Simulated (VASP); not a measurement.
# MgO in VASP: notebook, part 2 of 2

VASP 6.6.1. Earlier steps stand in the parts before.

### 5 Single point, LDA

Input file INCAR:

```
PREC = Accurate
ENCUT = 500
EDIFF = 1E-7
ISMEAR = 0
SIGMA = 0.05
LREAL = False
LASPH = True
NELM = 100
ALGO = Normal
ISIF = 2
LWAVE = False
LCHARG = False
GGA = CA
NBANDS = 11
ADDGRID = False
```

Input file KPOINTS:

```
regular mesh
0
Gamma
  3 3 3
```

Input file POSCAR:

```
MgO
1.0
    0.0000000000      2.0970013927      2.0970013927
    2.0970013927      0.0000000000      2.0970013927
    2.0970013927      2.0970013927      0.0000000000
Mg O
1 1
Direct
   -0.0111690000     -0.0083340000      0.0019910000
    0.5083620000      0.4891820000      0.5308490000
```

Potentials or basis: VASP PAW LDA potentials, release 64 (Mg, O).

The run is started by

```sh
cat potpaw_LDA.64/Mg/POTCAR potpaw_LDA.64/O/POTCAR > POTCAR
mpirun -np 1 vasp_std > vasp.out
```

OUTCAR:

```text
PREC = Accurate
   ENCUT = 500
   EDIFF = 1E-7
   ISMEAR = 0
   LREAL = False
   LASPH = True
   NELM = 100
   ISIF = 2
   GGA = CA

 Found     14 irreducible k-points:

 Following reciprocal coordinates:
            Coordinates               Weight
  0.000000  0.000000  0.000000      1.000000
  0.333333  0.000000  0.000000      2.000000
  0.000000  0.333333  0.000000      2.000000
  0.000000  0.000000  0.333333      2.000000
  0.333333  0.333333  0.333333      2.000000
  0.333333  0.333333  0.000000      2.000000
   k-points           NKPTS =     14   k-points in BZ     NKDIM =     14   number of bands    NBANDS=     11
   number of dos      NEDOS =    301   number of ions     NIONS =      2
   total plane-waves  NPLWV =  13824
   dimension x,y,z NGX =    24 NGY =   24 NGZ =   24
   dimension x,y,z NGXF=    48 NGYF=   48 NGZF=   48
   ions per type =               1   1
   NGX,Y,Z   is equivalent  to a cutoff of  13.45, 13.45, 13.45 a.u.
   NGXF,Y,Z  is equivalent  to a cutoff of  26.91, 26.91, 26.91 a.u.
 SYSTEM =  unknown system
   PREC   = accura    normal or accurate (medium, high low for compatibility)
   ISTART =      0    job   : 0-new  1-cont  2-samecut
   ICHARG =      2    charge: 1-file 2-atom 10-const
   ISPIN  =      1    spin polarized calculation?
   LNONCOLLINEAR =      F non collinear calculations
   LSORBIT =      F    spin-orbit coupling
   LASPH  =      T    aspherical Exc in radial PAW
   ENCUT  =  500.0 eV  36.75 Ry    6.06 a.u.   5.41  5.41  5.41*2*pi/ulx,y,z
   NELM   =    100;   NELMIN=  2; NELMDL= -5     # of ELM steps
   EDIFF  = 0.1E-06   stopping-criterion for ELM
   LREAL  =      F    real-space projection
   EDIFFG = 0.1E-05   stopping-criterion for IOM
   NSW    =      0    number of steps for IOM
   IBRION =     -1    ionic relax: 0-MD 1-quasi-New 2-CG
   NFREE  =      0    steps in history (QN), initial steepest desc. (CG)
   ISIF   =      2    stress and relaxation
   ISYM   =      2    0-nonsym 1-usesym 2-fastsym
   POTIM  = 0.5000    time-step for ionic-motion
   TEBEG  =    0.0;   TEEND  =   0.0 temperature during run
   PSTRESS=    0.0 pullay stress
   NELECT =       8.0000    total number of electrons
   NUPDOWN=      -1.0000    fix difference up-down
   EMIN   =  10.00;   EMAX   =-10.00  energy-range for DOS
   EFERMI =   0.00;   METHOD = LEGACY
   ISMEAR =     0;   SIGMA  =   0.05  broadening in eV -4-tet -1-fermi 0-gaus
   EFERMI_NEDOS =   21; number of points for ismear=-14 and -15
   IALGO  =     38    algorithm
   IMIX   =      4    mixing-type and parameters
     AMIX     =   0.40;   BMIX     =  1.00
     AMIX_MAG =   1.60;   BMIX_MAG =  1.00
  volume/ion in A,a.u.               =       9.22        62.23
  Fermi-wavevector in a.u.,A,eV,Ry     =   1.239261  2.341864 20.895389  1.535768
  Thomas-Fermi vector in A             =   2.373752
   LORBIT       =      0    0 simple, 1 ext, 2 COOP (PROOUT), +10 PAW based schemes
   GGA     = CA    functional components
   LHFCALC =     F    Hartree Fock is set to
   AEXX    =    0.0000 exact exchange contribution
   IVDW    =     0    specifies the selected vdW correction
   LEPSILON=     F    determine dielectric tensor
   LRPA    =     F    only Hartree local field effects (RPA)
 non-spin polarized calculation
 Gauss-broadening in eV      SIGMA  =   0.05
  energy-cutoff  :      500.00
  volume of cell :       18.44
 maximum number of plane-waves:       472
 NGX is ok and might be reduce to    24

 number of electron       7.9999997 magnetization

 Free energy of the ion-electron system (eV)
  ---------------------------------------------------
  ext. energy  EPLUGINS =         0.00000000
  ---------------------------------------------------
  free energy    TOTEN  =       -13.29873655 eV

  energy without entropy =      -13.29873655  energy(sigma->0) =      -13.29873655

 E-fermi :   3.3040     XC(G=0): -11.6383

 val. band max:        3.0543232367   @ k =   0.0000   0.0000   0.0000
 cond. band min:       7.7724045512   @ k =   0.0000   0.0000   0.0000
 fundamental gap:      4.7180813145
 Fermi energy:         3.3039711305

 k-point     1 :       0.0000    0.0000    0.0000
  band No.  band energies     occupation
      1     -14.0275      2.00000
      2       3.0277      2.00000
      3       3.0422      2.00000
      4       3.0543      2.00000
      5       7.7724      0.00000
      6      18.5830      0.00000
      7      18.6221      0.00000
      8      18.6754      0.00000
      9      22.5999      0.00000
     10      24.3169      0.00000
     11      24.3378      0.00000

 k-point     2 :       0.3333    0.0000    0.0000
  band No.  band energies     occupation
      1     -13.0382      2.00000
      2      -0.7426      2.00000
      3       2.5209      2.00000
      4       2.5479      2.00000
      5      10.6180      0.00000
      6      15.1819      0.00000
      7      19.3416      0.00000
      8      19.4063      0.00000
      9      23.7324      0.00000
     10      23.7752      0.00000
     11      24.3601      0.00000

 k-point     3 :       0.0000    0.3333    0.0000
  band No.  band energies     occupation
      1     -13.0383      2.00000
      2      -0.7435      2.00000
      3       2.5288      2.00000
      4       2.5477      2.00000
      5      10.6120      0.00000
      6      15.1722      0.00000
      7      19.3411      0.00000
      8      19.4042      0.00000
      9      23.7334      0.00000
     10      23.7729      0.00000
     11      24.3810      0.00000

 k-point     4 :       0.0000    0.0000    0.3333
  band No.  band energies     occupation
      1     -13.0380      2.00000
      2      -0.7415      2.00000
      3       2.5144      2.00000
      4       2.5452      2.00000
      5      10.6253      0.00000
      6      15.1938      0.00000
      7      19.3428      0.00000
      8      19.4079      0.00000
      9      23.7367      0.00000
     10      23.7709      0.00000
     11      24.3364      0.00000

 k-point     5 :       0.3333    0.3333    0.3333
  band No.  band energies     occupation
      1     -13.0376      2.00000
      2      -0.7383      2.00000
      3       2.5096      2.00000
      4       2.5238      2.00000
      5      10.6460      0.00000
      6      15.2279      0.00000
      7      19.3700      0.00000
      8      19.3886      0.00000
      9      23.7446      0.00000
     10      23.7537      0.00000
     11      24.2776      0.00000

 k-point     6 :       0.3333    0.3333    0.0000
  band No.  band energies     occupation
      1     -12.7970      2.00000
      2      -0.4960      2.00000
      3       1.9395      2.00000
      4       1.9602      2.00000
      5      12.2337      0.00000
      6      12.8433      0.00000
      7      16.6635      0.00000
      8      21.0261      0.00000
      9      21.2062      0.00000
     10      27.7433      0.00000
     11      29.9198      0.00000

 [... further k-points ...]
[... 5 lines left out ...]
  --------------------------------------------------------------------------------------
  -------------------------------------------------------------------------------------
  Total       -0.5223567     -0.2119043     -0.5970380     -0.0359041     -0.0228451     -0.0116170
  in kB      -45.3786538    -18.4087453    -51.8664385     -3.1190906     -1.9846172     -1.0092013
  external PRESSURE =     -38.5512792 kB  Pullay stress =       0.0000000 kB

 VOLUME and BASIS-vectors are now :
 -----------------------------------------------------------------------------
  energy-cutoff  :      500.00
  volume of cell :       18.44
      direct lattice vectors                 reciprocal lattice vectors
     0.000000000  2.097001393  2.097001393    -0.238435702  0.238435702  0.238435702
     2.097001393  0.000000000  2.097001393     0.238435702 -0.238435702  0.238435702
     2.097001393  2.097001393  0.000000000     0.238435702  0.238435702 -0.238435702

 POSITION                                       TOTAL-FORCE (eV/Angst)
 -----------------------------------------------------------------------------------
      2.08370      2.07776      4.15310         0.282718      0.565653      0.178810
      2.13901      2.17923      2.09185        -0.282718     -0.565653     -0.178810
 -----------------------------------------------------------------------------------
    total drift:                                0.000006     -0.000043     -0.000078

  FREE ENERGIE OF THE ION-ELECTRON SYSTEM (eV)
  ---------------------------------------------------
  free  energy   TOTEN  =       -13.2987365492 eV

  energy  without entropy=      -13.2987365492  energy(sigma->0) =      -13.29873655
```

OSZICAR:

```text
N       E                     dE             d eps       ncg     rms          rms(c)
DAV:   1     0.958001069673E+01    0.95800E+01   -0.46907E+03   364   0.635E+02
DAV:   2    -0.144970662464E+02   -0.24077E+02   -0.23652E+02   347   0.129E+02
DAV:   3    -0.149591977537E+02   -0.46213E+00   -0.46185E+00   356   0.155E+01
DAV:   4    -0.149603176841E+02   -0.11199E-02   -0.11199E-02   338   0.864E-01
DAV:   5    -0.149603214740E+02   -0.37899E-05   -0.37899E-05   344   0.452E-02    0.720E+00
DAV:   6    -0.133633764713E+02    0.15969E+01   -0.88818E+00   338   0.163E+01    0.222E+00
DAV:   7    -0.133238925953E+02    0.39484E-01   -0.57029E-02   344   0.214E+00    0.132E+00
DAV:   8    -0.132991878563E+02    0.24705E-01   -0.30295E-02   338   0.177E+00    0.217E-01
DAV:   9    -0.132988142739E+02    0.37358E-03   -0.67857E-04   374   0.191E-01    0.107E-01
DAV:  10    -0.132987381143E+02    0.76160E-04   -0.19236E-04   338   0.116E-01    0.961E-03
DAV:  11    -0.132987370057E+02    0.11086E-05   -0.39795E-06   368   0.152E-02    0.640E-03
DAV:  12    -0.132987365659E+02    0.43978E-06   -0.20667E-06   329   0.110E-02    0.128E-03
DAV:  13    -0.132987365492E+02    0.16777E-07   -0.42449E-08   208   0.158E-03
   1 F= -.13298737E+02 E0= -.13298737E+02  d E =-.169308E-13
```

stdout:

```text
POSCAR found type information on POSCAR MgO
 POSCAR found :  2 types and       2 ions
 scaLAPACK will be used
 LDA part: xc-table for (Slater(with rela. corr.)+CA(PZ))
 , standard interpolation
 POSCAR, INCAR and KPOINTS ok, starting setup
 FFT: planning ... GRIDC
 FFT: planning ... GRID_SOFT
 FFT: planning ... GRID
 WAVECAR not read
 entering main loop
```

Wall time 3.3 s (1 thread of AMD EPYC 9R45 (Zen 5), shared host); peak memory 0.09 GiB.

These settings aren't checked as converged: the numbers below hold their error.

What came out:

| Quantity | Value |
| --- | --- |
| Free energy | -13.2987 eV |
| Pressure | -3.9 GPa |
| Largest force | 0.657 eV/Å |
| Band gap on the k mesh | 4.72 eV, direct |

Caveat: the k mesh is coarse (spacing up to 0.86 Å⁻¹), so the values aren't converged.
